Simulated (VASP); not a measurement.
# CdTe (F-43m) in VASP: Born charges and dielectric tensor with LDA

Aim: the Born charges and dielectric tensor of CdTe with LDA.

Everything below comes from runs of VASP 6.6.1. Logs are shortened: lines on timing, memory, paths and dates and some standing lists are left out, and cuts for length are marked.

## 1. The crystal as given

The structure is cubic, space group F-43m (No. 216). Conventional cell: a = 6.419 Å, b = 6.419 Å, c = 6.419 Å, α = 90.00°, β = 90.00°, γ = 90.00°. Cd (site symmetry -43m) has 4 Te at 2.78 Å as nearest neighbours. Te (site symmetry -43m) has 4 Cd at 2.78 Å as nearest neighbours.

The cell is a database's computed one.

## 2. Born charges and dielectric tensor, LDA

File INCAR:

```
PREC     = Accurate       # precision mode
ENCUT    = 600            # plane-wave cutoff, eV
EDIFF    = 1E-8           # SCF threshold, eV
ISMEAR   = 0              # smearing method
SIGMA    = 0.02           # smearing width, eV
LREAL    = F              # projectors in reciprocal space
LASPH    = T              # aspherical terms in the spheres
NELM     = 80             # most SCF steps
ALGO     = Normal         # electronic algorithm
ISIF     = 2              # what is computed and relaxed
LWAVE    = F              # write WAVECAR
LCHARG   = F              # write CHGCAR
GGA      = CA             # functional
LEPSILON = T              # dielectric tensor by DFPT
IBRION   = 8              # ionic algorithm
NSW      = 1              # ionic steps
```

File KPOINTS:

```
Automatic mesh
0
Gamma
  4 4 4
```

File POSCAR:

```
CdTe
1.0
    0.0000000000      3.2096500000      3.2096500000
    3.2096500000      0.0000000000      3.2096500000
    3.2096500000      3.2096500000      0.0000000000
Cd Te
1 1
Direct
    0.0000000000      0.0000000000      0.0000000000
    0.7500000000      0.7500000000      0.7500000000
```

Potentials or basis: VASP PAW LDA potentials, release 64 (Cd, Te).

Command:

```sh
$ cat potpaw_LDA.64/Cd/POTCAR potpaw_LDA.64/Te/POTCAR > POTCAR
$ mpirun -np 1 vasp_std > vasp.out
```

OUTCAR:

```text
PREC = Accurate
   ENCUT = 600
   EDIFF = 1E-8
   ISMEAR = 0
   LREAL = F
   LASPH = T
   NELM = 80
   ISIF = 2
   GGA = CA
   LEPSILON = T
   IBRION = 8
   NSW = 1

 ion  position               nearest neighbor table
   1  0.000  0.000  0.000-   2 2.78   2 2.78   2 2.78   2 2.78
   2  0.750  0.750  0.750-   1 2.78   1 2.78   1 2.78   1 2.78

  LATTYP: Found a face centered cubic cell.
 ALAT       =     6.4193000000

  Lattice vectors:

 A1 = (   0.0000000000,   3.2096500000,   3.2096500000)
 A2 = (   3.2096500000,   0.0000000000,   3.2096500000)
 A3 = (   3.2096500000,   3.2096500000,   0.0000000000)

Analysis of symmetry for initial positions (statically):
=====================================================================
 Subroutine PRICEL returns:
 Original cell was already a primitive cell.

 Routine SETGRP: Setting up the symmetry group for a
 face centered cubic supercell.

 Subroutine GETGRP returns: Found 24 space group operations
 (whereof 24 operations were pure point group operations)
 out of a pool of 48 trial point group operations.

The static configuration has the point symmetry T_d .

Analysis of symmetry for dynamics (positions and initial velocities):
=====================================================================
 Subroutine PRICEL returns:
 Original cell was already a primitive cell.

 Routine SETGRP: Setting up the symmetry group for a
 face centered cubic supercell.

 Subroutine GETGRP returns: Found 24 space group operations
 (whereof 24 operations were pure point group operations)
 out of a pool of 48 trial point group operations.

The dynamic configuration has the point symmetry T_d .

 Subroutine INISYM returns: Found 24 space group operations
 (whereof 24 operations are pure point group operations),
 and found     1 'primitive' translations

----------------------------------------------------------------------------------------

                                     Primitive cell

  volume of cell :      66.1307

  direct lattice vectors                    reciprocal lattice vectors
     0.000000000  3.209650000  3.209650000    -0.155780225  0.155780225  0.155780225
     3.209650000  0.000000000  3.209650000     0.155780225 -0.155780225  0.155780225
     3.209650000  3.209650000  0.000000000     0.155780225  0.155780225 -0.155780225

  length of vectors
     4.539130560  4.539130560  4.539130560     0.269819265  0.269819265  0.269819265

  position of ions in fractional coordinates (direct lattice)
     0.000000000  0.000000000  0.000000000
     0.750000000  0.750000000  0.750000000

  ion indices of the primitive-cell ions
   primitive index   ion index
                 1           1
                 2           2

----------------------------------------------------------------------------------------

 KPOINTS: Automatic mesh

Automatic generation of k-mesh.
 Grid dimensions read from file:
 generate k-points for:    4    4    4

 Generating k-lattice:

  Cartesian coordinates                     Fractional coordinates (reciprocal lattice)
    -0.038945056  0.038945056  0.038945056     0.250000000  0.000000000  0.000000000
     0.038945056 -0.038945056  0.038945056     0.000000000  0.250000000  0.000000000
[... 257 lines left out ...]
  ---------------------------------------------------
  free energy    TOTEN  =        -8.00009601 eV

  energy without entropy =       -8.00009601

------------------------ aborting loop because EDIFF is reached ----------------------------------------

--------------------------------------- Ionic step        2  -------------------------------------------

------------------------ aborting loop because EDIFF is reached ----------------------------------------

--------------------------------------- Ionic step        3  -------------------------------------------

------------------------ aborting loop because EDIFF is reached ----------------------------------------

 PIEZOELECTRIC TENSOR FIELD DIRECTION 3  (e Angst)
 -----------------------------------------------------------------------------
     0.00055  5.41490  0.00000           (  0.00000 -0.11649  0.00000)
     5.41490  0.00055  0.00000           ( -0.11649  0.00000  0.00000)
     0.00000  0.00000 -0.00172           (  0.00000  0.00000 -0.00001)

 PIEZOELECTRIC TENSOR FIELD DIRECTION 3  (C/m^2)
 -----------------------------------------------------------------------------
     0.00013  1.31189  0.00000
     1.31189  0.00013  0.00000
     0.00000  0.00000 -0.00042

--------------------------------------- Ionic step        4  -------------------------------------------

------------------------ aborting loop because EDIFF is reached ----------------------------------------

[... ionic steps 5 to 6 ...]

--------------------------------------- Ionic step        7  -------------------------------------------

 Free energy of the ion-electron system (eV)
  ---------------------------------------------------
  ---------------------------------------------------
  free energy    TOTEN  =        -0.04986927 eV

  energy without entropy =       -0.04986927

------------------------ aborting loop because EDIFF is reached ----------------------------------------

 INTERNAL STRAIN TENSOR  FOR ION    2  DIRECTION 1   (eV/Angst):
 -----------------------------------------------------------------------------
    -0.02433  0.00000  0.00000
     0.00000  0.01414  6.03613
     0.00000  6.03613  0.01414

 MACROSCOPIC STATIC DIELECTRIC TENSOR (including local field effects in DFT)
 ------------------------------------------------------
          43.370366     0.000000    -0.000000
          -0.000000    43.370366    -0.000000
           0.000000     0.000000    43.370366
 ------------------------------------------------------

 PIEZOELECTRIC TENSOR (including local field effects)  for field in x, y, z        (e  Angst)
          XX          YY          ZZ          XY          YZ          ZX
  --------------------------------------------------------------------------------
  x    -0.00000    -0.00000    -0.00000    -0.00000     5.47015     0.00000
  y     0.00000     0.00000     0.00000     0.00000     0.00000     5.47015
  z     0.00000    -0.00000    -0.00000     5.47015     0.00000     0.00000

 PIEZOELECTRIC TENSOR (including local field effects)  for field in x, y, z        (C/m^2)
          XX          YY          ZZ          XY          YZ          ZX
  --------------------------------------------------------------------------------
  x    -0.00000    -0.00000    -0.00000    -0.00000     1.32528     0.00000
  y     0.00000     0.00000     0.00000     0.00000     0.00000     1.32528
  z     0.00000    -0.00000    -0.00000     1.32528     0.00000     0.00000

 BORN EFFECTIVE CHARGES (including local field effects) (in |e|, cummulative output)
 ---------------------------------------------------------------------------------
 ion    1
    1     3.55861     0.00000    -0.00000
    2     0.00000     3.55861     0.00000
    3     0.00000     0.00000     3.55861
 ion    2
    1    -3.55861    -0.00000     0.00000
    2     0.00000    -3.55861     0.00000
    3     0.00000     0.00000    -3.55861

 INTERNAL STRAIN TENSOR FOR ION    2 for displacements in x,y,z  (eV/Angst):
          X           Y           Z          XY          YZ          ZX
  --------------------------------------------------------------------------------
  x     0.00000     0.00000     0.00000     0.00000     6.03613    -0.00000
  y     0.00000     0.00000     0.00000     0.00000     0.00000     6.03613
  z     0.00000     0.00000     0.00000     6.03613    -0.00000     0.00000

 SECOND DERIVATIVES (NOT SYMMETRIZED)
 ------------------------------------
               1X          1Y          1Z          2X          2Y          2Z
  1X    -4.830998    0.000000    0.000000    4.830998   -0.000000   -0.000000
  1Y     0.000000   -4.830998    0.000000   -0.000000    4.830998   -0.000000
  1Z     0.000000    0.000000   -4.830998   -0.000000   -0.000000    4.830998
  2X     4.858137    0.000000    0.000000   -4.858137    0.000000    0.000000
  2Y     0.000000    4.858137    0.000000    0.000000   -4.858137    0.000000
  2Z     0.000000    0.000000    4.858137    0.000000    0.000000   -4.858137

 Eigenvectors and eigenvalues of the dynamical matrix
 ----------------------------------------------------

   1 f  =    4.450676 THz    27.964422 2PiTHz  148.458573 cm-1    18.406509 meV
             X         Y         Z           dx          dy          dz
      0.000000  0.000000  0.000000     0.728181    0.000000    0.000000
      4.814475  4.814475  4.814475    -0.685385    0.000000    0.000000
[... 21 lines left out ...]
   6 f/i=    0.006222 THz     0.039092 2PiTHz    0.207535 cm-1     0.025731 meV
             X         Y         Z           dx          dy          dz
      0.000000  0.000000  0.000000    -0.674944    0.024381    0.116657
      4.814475  4.814475  4.814475    -0.717088    0.025904    0.123942

--------------------------------------------------------------------------------------------------------

 MACROSCOPIC STATIC DIELECTRIC TENSOR IONIC CONTRIBUTION
 ------------------------------------------------------
           7.152644    -0.000000     0.000000
          -0.000000     7.152644    -0.000000
           0.000000    -0.000000     7.152644
 ------------------------------------------------------

 ELASTIC MODULI CONTR FROM IONIC RELAXATION (kBar)
 Direction    XX          YY          ZZ          XY          YZ          ZX
 --------------------------------------------------------------------------------
 XX          -0.0000      0.0000      0.0000     -0.0000      0.0000      0.0000
 YY           0.0000     -0.0000     -0.0000     -0.0000     -0.0000      0.0000
 ZZ           0.0000     -0.0000     -0.0000      0.0000     -0.0000      0.0000
 XY          -0.0000     -0.0000      0.0000   -189.8621     -0.0000      0.0000
 YZ           0.0000     -0.0000     -0.0000     -0.0000   -189.8621      0.0000
 ZX           0.0000      0.0000      0.0000      0.0000      0.0000   -189.8621
 --------------------------------------------------------------------------------

 PIEZOELECTRIC TENSOR IONIC CONTR  for field in x, y, z        (C/m^2)
          XX          YY          ZZ          XY          YZ          ZX
  --------------------------------------------------------------------------------
  x     0.00000    -0.00000    -0.00000    -0.00000    -1.09654     0.00000
  y     0.00000     0.00000     0.00000     0.00000     0.00000    -1.09654
  z    -0.00000    -0.00000     0.00000    -1.09654    -0.00000     0.00000
```

Run time: 2.4 min. Hardware: 1 thread of Intel Xeon Platinum 8488C (Sapphire Rapids), shared host; peak memory 0.24 GiB.

What came out:

```
Band gap on the k mesh                                  : 0.62 eV, direct
Electronic dielectric tensor (diagonal)                 : 43.37
Born charges (mean of the diagonal)                     : Cd +3.56; Te -3.56 e
Highest phonon frequency at Γ, LO-TO splitting left out : 148 cm⁻¹
```

Phonon frequencies in cm⁻¹ (negative: imaginary):
| q point | frequencies |
| --- | --- |
| (0.000, 0.000, 0.000) | 0 0 0 148 148 148 |

Electronic dielectric tensor:
```
43.37  0.00  0.00
 0.00 43.37  0.00
 0.00  0.00 43.37
```

Born effective charge tensors (e):
atom 1, Cd
```
3.56 0.00 0.00
0.00 3.56 0.00
0.00 0.00 3.56
```
atom 2, Te
```
-3.56  0.00  0.00
 0.00 -3.56  0.00
 0.00  0.00 -3.56
```

Caveat: the k mesh is coarse (spacing up to 0.42 Å⁻¹), so the values aren't converged; the gap is small at this level, which inflates the dielectric constant; spin-orbit coupling is left out, which moves the levels of the heavy elements.
